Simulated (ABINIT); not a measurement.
The system is I.

```
CELL_PARAMETERS angstrom
3.63503 -2.39502 0.00000
3.63503 2.39502 0.00000
0.00000 0.00000 9.79344
ATOMIC_POSITIONS crystal
I 0.64930 0.35070 0.38440
I 0.14930 0.85070 0.11560
I 0.35070 0.64930 0.61560
I 0.85070 0.14930 0.88440
```

Base run:

| Item | Value |
| --- | --- |
| Program | ABINIT 10.8.3 (patched build) |
| Functional | PBE |
| Potentials or basis | JTH PAW PBE v2.0 |
| Cutoff | 299 eV |
| k mesh | 5 × 5 × 2 |
| Occupations | fermi-dirac, width 0.05 eV |
| Spin | no spin polarisation |

Its results: band gap on the k mesh 1.32 eV, indirect (least direct gap 1.39 eV); pressure 1.9 GPa; largest force 1.003 eV/Å.

Problem. The run is repeated on the same cell with these changes: functional from PBE to LDA; potentials or basis from JTH PAW PBE v2.0 to PseudoDojo NC SR LDA v0.4.1 standard; cutoff from 299 eV to 707 eV. What comes out?

Solution. Band gap on the k mesh 1.22 eV, indirect (least direct gap 1.29 eV); pressure -1.2 GPa; largest force 0.799 eV/Å.

Caveats: spin-orbit coupling is left out, which moves the levels of the heavy elements; an odd mesh through Γ misses points on the zone boundary, where band edges often lie; forces of over 1 eV/Å show positions far from the minimum, so gaps and moduli don't describe the material at rest (some runs).

Not every run made on this cell is shown here.
